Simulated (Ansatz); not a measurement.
# Ti (P6_3/mmc) in Ansatz: density of states with PBE

Aim: the density of states of Ti with PBE.

Everything below comes from runs of Ansatz 0.2.0. Logs are shortened: lines on timing, memory, paths and dates and some standing lists are left out, and cuts for length are marked.

## (1) The crystal as given

The structure is hexagonal, space group P6_3/mmc (No. 194). Conventional cell: a = 2.950 Å, b = 2.950 Å, c = 4.680 Å, α = 90.00°, β = 90.00°, γ = 120.00°. Ti (site symmetry -6m2) has 12 Ti at 2.89 to 2.95 Å as nearest neighbours.

## (2) Density of states, PBE

Contents of input.yaml:

```yaml
crystal:
  lattice: { a: 2.95, b: 2.95, c: 4.68, alpha: 90.0, beta: 90.0, gamma: 120.0 }
  space_group: 194
  reduce_to_primitive: true
  atoms:
    - { symbol: Ti, wyckoff: "2c", position: [0.6666666667, 0.3333333333, 0.75] }
hamiltonian:
  xc: pbe
  pseudopotentials: { kind: paw }
kpoints:
  mp_grid: { grid: [10, 10, 6] }
scf:
  occupations: { method: fermi_dirac, width: 0.025 }
  n_extra_bands: 6
output:
  forces: true
  stress: true
  eigenvalues: true
  dos: { projected: false, de: 0.05, nscf_kmesh: { grid: [15, 15, 9] } }
```

Potentials or basis: Ansatz PAW.

Started as:

```sh
$ ansatz run input.yaml --threads 1 --pin off --max-ram 2560MiB --backend cpu --events-out ev --progress --plain --runs-dir out
```

Output:

```text
Warning: RAYON_NUM_THREADS=1 ignored (pool sized by the plan → 1); use --threads N
crystal.space_group: 194 is read as P63/mmc: the typed cell holds Ti2 (Ti 2c). Least distances (Å): Ti–Ti 2.894
crystal.space_group generates its sites in this order, which a site index counts, at these fractional coordinates of the primitive cell where crystal.reduce_to_primitive is true, and else of the cell that is read (crystal.supercell repeats the list replica by replica, and crystal.defects acts on that): 0: Ti [0.666667, 0.333333, 0.750000]; 1: Ti [0.333333, 0.666667, 0.250000];
scf.n_extra_bands = 6 over 12 filled bands (N_el = 24.0): the run solves 18 bands
Engine: ansatz 0.2.0, x86_64-unknown-linux-gnu
Pseudopotentials: kind: paw
Pseudopotential: Ti, paw, valence charge 12, recommended cutoff 420 eV (normal), Ti.paw.azcp
Functional definition: PBE
  parameter kappa = 0.804
  parameter beta = 0.06672455060314922
  exchange = pbe_x(kappa = kappa, mu = beta*pi^2/3)
  correlation = pbe_c(beta = beta)
Crystal: 2 atoms, lattice volume = 35.271 Å³
Basis set: ecut = 420 eV, 687 PW (Γ), exchange–correlation on 40×40×64 points (8 copies of the dense FFT grid, shifted against one another)
Bands: 18, of which v1, the nominal top of the filled ones, is band 12 counted from 1 (11 counted from 0)
Symmetry: 24 space group operations
Space group: P63/mmc (ITA 194), of the structure as read, at distance tolerance 3.3e-5 Å
k-points: 56 of 600
Non-local potential: Ti, projectors of the file, l = 0: 3, l = 1: 2, l = 2: 3, l = 3: 1
PAW form: soft (Blöchl's): semilocal exchange-correlation on the pseudo side does not see the compensation charge
PAW one-centre angular grid: Ti, 590 points (default); XC on 64 Gauss nodes
Initial density: superposition of atomic densities (neutral atoms: chi_scale 0, normalization atom), corrected by the library's trained network
Initial wavefunctions: pseudopotential atomic-orbital guess
Functional: x = pbe(κ = 0.804, μ = 0.2195149727645171), c = pbe(β = 0.06672455060314922)
SCF iter   1: F=—  HF=-4999.331224 eV  |F-HF|=—  |Δ(HF+E_count)|=         —  Δρ=5.12e-3  dr2=4.59e-3  ethr=1.77e-3  ⟨swp⟩=4.4  Hψ=4063  notcnv=0
preconditioner: auto → none  [metal: Δε(μ)=0.021 eV  Ē_g=3.384 eV  σ=0.025 eV  W_gap=0.20  n_scr=8 (ndim 8)  ℏωp=17.7 eV  f_vac=0.000  D(μ)=2.72/eV (n_scr^D=34)  sad-step TF]
SCF iter   2: F=—  HF=-4999.330358 eV  |F-HF|=—  |Δ(HF+E_count)|=   8.67e-4  Δρ=2.58e-3  dr2=1.28e-3  ethr=1.91e-5  ⟨swp⟩=2.0  Hψ=1664  notcnv=0  defer=20
SCF iter   3: F=—  HF=-4999.330475 eV  |F-HF|=—  |Δ(HF+E_count)|=   1.17e-4  Δρ=3.24e-4  dr2=1.59e-5  ethr=5.33e-6  ⟨swp⟩=2.2  Hψ=1495  notcnv=0  defer=20
SCF iter   4: F=—  HF=-4999.330507 eV  |F-HF|=—  |Δ(HF+E_count)|=   3.20e-5  Δρ=8.58e-5  dr2=2.16e-6  ethr=6.61e-8  ⟨swp⟩=2.3  Hψ=1550  notcnv=0  defer=20
iter 5 did not close the SCF: its close was put off for the readings that it lacked (scf_convergence_deferred on its scf_iter line)
SCF iter   5: F=-4999.330506 eV  HF=-4999.330506 eV  |F-HF|=4.15e-9  |Δ(HF+E_count)|=   5.06e-7  Δρ=1.12e-5  dr2=2.97e-8  ethr=8.99e-9  ⟨swp⟩=2.9  Hψ=1681  notcnv=0  defer=20
SCF iter   6: F=-4999.330506 eV  HF=-4999.330506 eV  |F-HF|=2.92e-10  |Δ(HF+E_count)|=   4.71e-9  Δρ=1.09e-6  dr2=3.00e-10  ethr=1.24e-10  ⟨swp⟩=3.1  Hψ=3230  notcnv=0
SCF 1 converged in 6 iterations: F = -4999.330506 eV  dr2 = 3.00e-10
NSCF: frozen V_eff on 135 k-points
SCF converged after 6 iterations
Free energy (F): -4999.330506 eV
Harris-Foulkes:  -4999.330506 eV  (|F-HF|=2.92e-10)
Internal energy: -4999.324960 eV  (E = F + TS)
E sigma→0 (E₀):  -4999.327733 eV
Entropy (-TS):   -0.005546 eV (-2.773 meV/atom)
Fermi energy:    13.126709 eV
--- Per-component energies (eV) ---
  E_band       = -321.117314
  E_kinetic    = 543.875283
  E_local      = -1642.090125  (includes V_loc(G=0)·N_el)
  E_nonlocal   = 15.970159
  E_hartree    = 673.045630
  E_xc         = -194.680088
  E_vxc        = -243.526571  (∫ρ·V_xc dr)
  E_paw        = -2094.967200  (= ΣΔE_a)
  E_vpaw       = -341.438400  (= ΣTr[D̂ρ^β])
  E_aug_tail   = 0.000247  (compensation charges beyond the density's cutoff)
  E_ewald      = -2300.478866
  E_smearing   = -0.005546  (= −TS)
  E_closure    = -0.000000  (closes the sum)
  Σ components = -4999.330506   (vs F -4999.330506, Δ=0.00e0)
--- Forces (eV/Å), atoms counted from 1 ---
  atom   1  Ti     0.00000000    -0.00000000    -0.00000000
  atom   2  Ti    -0.00000000     0.00000000     0.00000000
  max |Σ_I F_I| component: 5.55e-17 eV/Å
--- Stress (GPa, compression-positive) ---
       -1.344434      -0.000000       0.000000
       -0.000000      -1.344434      -0.000000
        0.000000      -0.000000      -1.651865
  P = ⅓ Tr σ = -1.4469 GPa (-14.469 kbar)
--- Band table (eV; the first three rows and the last of 56) ---
  k-point 0: bands = ["-43.7048", "-43.5758", "-20.2918", "-19.6763", "-19.6763", "-19.6169", "-19.5804", "-19.5804", "6.9906", "10.4918", "13.8490", "13.9095", "13.9095", "14.0065", "14.3951", "14.3951", "14.7492", "14.7492"]
  k-point 1: bands = ["-43.6963", "-43.5846", "-20.2483", "-19.6699", "-19.6699", "-19.6639", "-19.5869", "-19.5869", "7.2200", "10.3547", "13.5064", "13.8180", "13.8180", "13.8817", "14.2769", "14.2769", "14.9856", "14.9856"]
  k-point 2: bands = ["-43.6728", "-43.6084", "-20.1281", "-19.7909", "-19.6524", "-19.6524", "-19.6045", "-19.6045", "7.8719", "9.7853", "13.1224", "13.5632", "13.7437", "13.7437", "14.0290", "14.0290", "15.4515", "15.4515"]
  k-point 55: bands = ["-43.5650", "-43.5650", "-20.1188", "-20.1188", "-19.9194", "-19.9194", "-19.7073", "-19.7073", "11.6397", "11.6397", "12.3548", "12.3548", "12.9040", "12.9040", "14.7713", "14.7713", "16.2928", "16.2928"]
```

It took 2.3 s on 1 thread of Intel Xeon Platinum 8488C (Sapphire Rapids), shared host; peak memory 0.35 GiB.

What came out:

```
Free energy                          : -4999.3305 eV
Pressure                             : -1.4 GPa
Band gap on the k mesh               : none (metal or under the smearing width)
Density of states at the Fermi level : 1.78 states/eV per cell
```

States per cell in windows of 1 eV (zero at the Fermi level; states under -8 eV left out):
```csv
from (eV),total
-8.0,0.00
-7.0,0.00
-6.0,0.15
-5.0,0.30
-4.0,0.54
-3.0,1.62
-2.0,2.52
-1.0,2.79
0.0,4.16
1.0,3.10
2.0,2.68
3.0,2.13
4.0,0.00
5.0,0.00
6.0,0.00
7.0,0.00
```

## (3) For comparison

An earlier run on the cell as given: functional PBE; potentials or basis Ansatz PAW; cutoff 420 eV (not typed: the program's choice for these potentials); k mesh 10 × 10 × 6; occupations fermi-dirac, width 0.05 eV; no spin polarisation.

- Pressure: -1.5 GPa
- Band gap on the k mesh: none (metal or under the smearing width)
